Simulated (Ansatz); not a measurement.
# PtSe2: the cost of one run

Program: Ansatz 0.2.0. Level of theory: reference: DFT, HSE06, plane waves, PAW. These are calculated values, not measurements.

1 further run of the same task is left out (for a known fault of the program).

### 1 The starting structure

The structure is trigonal, space group R3m (No. 160). Conventional cell: a = 3.641 Å, b = 3.641 Å, c = 16.454 Å, α = 90.00°, β = 90.00°, γ = 120.00°. Pt (site symmetry 3m) has 6 Se at 2.54 to 2.57 Å as nearest neighbours. Around Se (site symmetry 3m) lie 3 Pt at 2.57 Å and 1 Se at 2.90 Å. Around Se (site symmetry 3m) lie 3 Pt at 2.54 Å and 1 Se at 2.90 Å.

As a file:

```
Pt Se
1.0
     1.82050    1.05106    5.48450
    -1.82050    1.05106    5.48450
     0.00000   -2.10213    5.48450
Pt Se
1 2
Direct
  0.99924 0.99924 0.99924
  0.42198 0.42198 0.42198
  0.24545 0.24545 0.24545
```

### 2 The reference run

Input file input.yaml:

```yaml
crystal:
  lattice:
    - [1.8204971929, 1.0510645444, 5.48450213]
    - [-1.8204971929, 1.0510645444, 5.48450213]
    - [0.0, -2.1021290888, 5.48450213]
  atoms:
    - { symbol: Pt, position: [-0.0007636755, -0.0007636755, -0.0007636755] }
    - { symbol: Se, position: [0.4219829436, 0.4219829436, 0.4219829436] }
    - { symbol: Se, position: [0.2454473985, 0.2454473985, 0.2454473985] }
kpoints:
  mp_grid: { grid: [4, 4, 4] }
hamiltonian:
  xc: hse06
scf:
  occupations: { method: fermi_dirac, width: 0.02 }
  n_extra_bands: 4
output:
  forces: true
  stress: true
  eigenvalues: true
```

Launch:

```sh
$ ansatz run input.yaml --threads 4 --pin off --max-ram 3686MiB --backend cpu --events-out ev --progress --plain --runs-dir out
```

Q: Estimate wall time and peak memory on 4 threads of an x86-64 CPU, shared host.

About 14 s, with a peak of 1.1 GiB.
